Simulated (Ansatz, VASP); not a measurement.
Two plane-wave programs on ZnSe

INCAR

```
SYSTEM = ZnSe
PREC     = Accurate       ! precision mode
ENCUT    = 520            ! plane-wave cutoff, eV
EDIFF    = 1E-8           ! SCF threshold, eV
ISMEAR   = -1             ! smearing method
SIGMA    = 0.03           ! smearing width, eV
LREAL    = .FALSE.        ! projectors in reciprocal space
LASPH    = .TRUE.         ! aspherical terms in the spheres
NELM     = 60             ! most SCF steps
ALGO     = Normal         ! electronic algorithm
ISIF     = 2              ! what is computed and relaxed
LWAVE    = .FALSE.        ! write WAVECAR
LCHARG   = .FALSE.        ! write CHGCAR
LEFG     = .TRUE.       
NBANDS   = 16             ! bands
```

Contents of KPOINTS:

```
regular mesh
0
G
  8 8 8
  0 0 0
```

File POSCAR:

```
ZnSe
1.0
    0.0000000000      2.8338000000      2.8054620000
    2.8338000000      0.0000000000      2.8054620000
    2.8338000000      2.8338000000      0.0000000000
Zn Se
1 1
Direct
    0.0000000000      0.0000000000      0.0000000000
    0.7500000000      0.7500000000      0.7500000000
```

Input for Ansatz:

```yaml
crystal:
  lattice:
    - [0.0, 2.8338, 2.805462]
    - [2.8338, 0.0, 2.805462]
    - [2.8338, 2.8338, 0.0]
  atoms:
    - { symbol: Zn, position: [0.0, 0.0, 0.0] }
    - { symbol: Se, position: [0.75, 0.75, 0.75] }
kpoints:
  mp_grid: { grid: [8, 8, 8] }
scf:
  occupations: { method: fermi_dirac, width: 0.03 }
hamiltonian:
  xc: lda
  pseudopotentials: { kind: paw }
output:
  forces: true
  stress: true
  eigenvalues: true
  efg: { contact_densities: true }
```

Change from the starting cell: zz strain of -1 %, PAW files.

Alike in both runs: task electric field gradients; functional LDA; k mesh 8 × 8 × 8; occupations fermi-dirac, width 0.03 eV; no spin polarisation.

|  | VASP | Ansatz |
| --- | --- | --- |
| version | VASP 6.6.1 | Ansatz 0.2.0 |
| potentials or method | VASP PAW LDA potentials, release 64 (Zn, Se) | PAW with Ansatz's default frozen-core files, scalar-relativistic |
| plane-wave cutoff (eV) | 520 | 420 |
| valence electrons in the cell | 18 | 28 |

```csv
,VASP,Ansatz,Ansatz less VASP
pressure (GPa),-2.5,-2.8,-0.32
largest component of the traceless stress (GPa),0.26,0.26,+0.001
Vzz of the field gradient on the site that differs most (V/Å²),1.7,1.8,+0.09
```

The two sets of potentials don't hold the same shells in valence.
